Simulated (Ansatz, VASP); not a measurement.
Two plane-wave programs on Si

POSCAR

```
Si
1.0
    2.5321100000      0.0000000000      0.0000000000
    0.0000000000      2.5321100000      0.0000000000
    0.0000000000      0.0000000000      2.5321100000
Si
1
Direct
    0.5000000000      0.5000000000      0.5000000000
```

INCAR.step1

```
SYSTEM = Si
PREC = Accurate ; ENCUT = 520
EDIFF = 1E-5 ; ISMEAR = -1
SIGMA = 0.05 ; LREAL = .FALSE.
LASPH = .TRUE. ; NELM = 60
ALGO = Normal ; ISIF = 2
LWAVE = .TRUE. ; LCHARG = .FALSE.
GGA = PE ; NBANDS = 8
```

File INCAR.step2:

```
SYSTEM = Si
PREC = Accurate ; ENCUT = 520
EDIFF = 1E-6 ; ISMEAR = -1
SIGMA = 0.05 ; LREAL = .FALSE.
LASPH = .TRUE. ; NELM = 60
ALGO = Normal ; ISIF = 2
LWAVE = .FALSE. ; LCHARG = .FALSE.
GGA = PE ; LHFCALC = .TRUE.
AEXX = 0.25 ; HFSCREEN = 0.2
PRECFOCK = Normal ; ISTART = 1
NBANDS = 8
```

KPOINTS

```
regular mesh
0
G
  5 5 5
  0 0 0
```

Contents of input:

```
crystal:
  lattice:
    - [2.53211, 0.0, 0.0]
    - [0.0, 2.53211, 0.0]
    - [0.0, 0.0, 2.53211]
  atoms:
    - { symbol: Si, position: [0.5, 0.5, 0.5] }
hamiltonian:
  xc: { exchange: pbe, correlation: pbe, exx: { coeff: 0.25, omega: 0.2 } }
  pseudopotentials: { kind: paw }
kpoints:
  mp_grid: { grid: [5, 5, 5] }
scf:
  occupations: { method: fermi_dirac, width: 0.05 }
output:
  forces: true
  stress: true
  eigenvalues: true
  write_density: true
  write_potential: true
  elf: true
  volumetric_format: npy
```

The cell was built by a generator and needn't be a form met in nature.

Alike in both runs: task single point; functional PBE-based screened hybrid; k mesh 5 × 5 × 5; occupations fermi-dirac, width 0.05 eV; no spin polarisation.

|  | VASP | Ansatz |
| --- | --- | --- |
| version | VASP 6.6.1 | Ansatz 0.2.0 |
| potentials or method | VASP PAW PBE potentials, release 64 (Si) | Ansatz PAW |
| plane-wave cutoff (eV) | 520 | 420 |
| valence electrons in the cell | 4 | 4 |

VASP gave:

- gap on the k mesh at the Fermi level (eV): none
- pressure (GPa): 1.1

Estimate Ansatz's values.

gap on the k mesh at the Fermi level (eV): none; pressure (GPa): 1.5.

A gap of «none» marks a metal or a gap that the smearing closes. With one functional, cell and mesh, what is left measures potentials, basis and numerics.

Caveats: the k mesh is coarse (spacing up to 0.50 Å⁻¹), so the values aren't converged (VASP); the PAW data sets were made with another functional, which shifts forces and pressure a little (VASP); the k mesh is coarse (spacing up to 0.50 Å⁻¹), so the values aren't converged, least of all with exact exchange (Ansatz); the PAW data sets come from PBE, with cores solved anew for the run's functional, which leaves a small shift of forces and pressure (Ansatz); the thresholds are loose for stress (Ansatz).
